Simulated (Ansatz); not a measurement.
# Sc2Al: the cost of one run

Method: DFT PBE, scalar-relativistic, plane waves, PAW, in Ansatz 0.2.0.

2 further runs of the same task are left out: 1 that didn't finish, 1 set aside as unsound or not needed.

## Step 1: Starting point

Symmetry: Cmmm, No. 65, orthorhombic system. Conventional cell: a = 3.823 Å, b = 5.423 Å, c = 6.221 Å, α = 90.00°, β = 90.00°, γ = 90.00°. Around Sc (site symmetry mm2) lie 2 Al at 2.26 Å and 1 Sc at 2.42 Å. Around Al (site symmetry mmm) lie 4 Sc at 2.26 Å.

As a file:

```
Sc Al
1.0
     1.91170   -2.71156    0.00000
     1.91170    2.71156    0.00000
     0.00000    0.00000    6.22051
Sc Al
2 1
Direct
  0.50000 0.50000 0.69456
  0.50000 0.50000 0.30544
  0.00000 0.00000 0.50000
```

Recipe of the guess: random cell by space group and Wyckoff sites (Cmmm, No. 65). The dimensions are guesses.

## Step 2: The guess as it stands, on a coarse mesh

input.yaml reads:

```yaml
crystal:
  lattice:
    - [1.91170255, -2.71156269, 0.0]
    - [1.91170255, 2.71156269, 0.0]
    - [0.0, 0.0, 6.22051158]
  atoms:
    - { symbol: Sc, position: [0.5, 0.5, 0.69455902] }
    - { symbol: Sc, position: [0.5, 0.5, 0.30544098] }
    - { symbol: Al, position: [0.0, 0.0, 0.5] }
basis:
  ecutwfc: 420
kpoints:
  mp_grid: { grid: [6, 6, 4] }
hamiltonian:
  xc: pbe
scf:
  occupations: { method: gaussian, width: 0.1 }
  lower_state_search: "off"
output:
  forces: true
  stress: true
  eigenvalues: true
```

On the command line:

```sh
$ ansatz run input.yaml --threads 1 --pin off --max-ram 2560MiB --backend cpu --events-out ev --progress --plain --runs-dir out
```

**Question.** How long does this run take on 1 thread of Intel Xeon Platinum 8488C (Sapphire Rapids), shared host, and how much memory does it need?

About 1.7 s, with a peak of 0.4 GiB.
